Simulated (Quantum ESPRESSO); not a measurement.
# FeO (Wuestite): zone-centre phonons under several settings

```xyz
2
Lattice="0.0000 2.1554 2.1554 2.1554 0.0000 2.1554 2.1554 2.1554 0.0000" Properties=species:S:1:pos:R:3 pbc="T T T"
Fe    0.0000    0.0000    0.0000
O     2.1554    2.1554    2.1554
```

All runs used Quantum ESPRESSO 7.5; k mesh 4 × 4 × 4, shifted; given cell, atoms relaxed; collinear spin, ferromagnetic start; occupations fermi-dirac, width 0.05 eV.

```tsv
level	potentials	cutoff (eV)	pressure (GPa)	lowest optical mode without the field (cm⁻¹)
PBE	JTH 2.0 PBE	735	?	?
PBE	GBRV 1.5 PBE	762	-0.1	245
PBE	SSSP 1.3 efficiency PBE	871	-1.2	255
PBE	SPMS 1.0 PBE	1197	-0.4	258
PBE	PseudoDojo 0.4.1 SR PBE standard	1225	-1.0	255
PBE	Ansatz NC SR PBE	1238	-0.7	246
```

Task: What stands in the row left open?

Result: Pressure 0.0 GPa; lowest optical mode without the field 271 cm⁻¹.

Caveats: all runs use coarse meshes; the mesh is thin for the phonons of a metal; a cell with one magnetic atom can't hold antiferromagnetic order, which such compounds often take; before the sum rule the acoustic modes lie tens of cm⁻¹ from zero, a sign that the density grid also shifts the optical modes (some runs).

For the row left open. Caveat: the k mesh is coarse (spacing up to 0.63 Å⁻¹), so the values aren't converged; the mesh is thin for the phonons of a metal; before the sum rule the acoustic modes lie tens of cm⁻¹ from zero, a sign that the density grid also shifts the optical modes; a cell with one magnetic atom can't hold antiferromagnetic order, which such compounds often take.
